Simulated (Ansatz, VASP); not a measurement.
# As in VASP and in Ansatz

```
As
1.0
     1.90555    1.10017    3.56030
    -1.90555    1.10017    3.56030
     0.00000   -2.20034    3.56030
As
2
Direct
  0.22600 0.22600 0.22600
  0.77400 0.77400 0.77400
```

Alike in both runs: task single point; functional LDA; k mesh 9 × 9 × 9; occupations fermi-dirac, width 0.05 eV; no spin polarisation.

|  | VASP | Ansatz |
| --- | --- | --- |
| version | VASP 6.6.1 | Ansatz 0.2.0 |
| potentials or method | VASP PAW LDA potentials, release 64 (As) | Ansatz PAW |
| plane-wave cutoff (eV) | 520 | 420 |
| valence electrons in the cell | 10 | 30 |

|  | VASP | Ansatz | Ansatz less VASP |
| --- | --- | --- | --- |
| gap on the k mesh at the Fermi level (eV) | none | none | - |
| pressure (GPa) | -3.7 | -4.1 | -0.34 |
| largest component of the traceless stress (GPa) | 0.23 | 0.35 | +0.121 |
| rms of the force components (eV/Å) | 0.043 | 0.008 | -0.0354 |

Atom by atom the forces differ by 0.035 eV/Å (rms over components). A gap of «none» marks a metal or a gap that the smearing closes. The two sets of potentials don't hold the same shells in valence.

Caveats: the PAW data sets come from PBE, with cores solved anew for the run's functional, which leaves a small shift of forces and pressure (Ansatz).
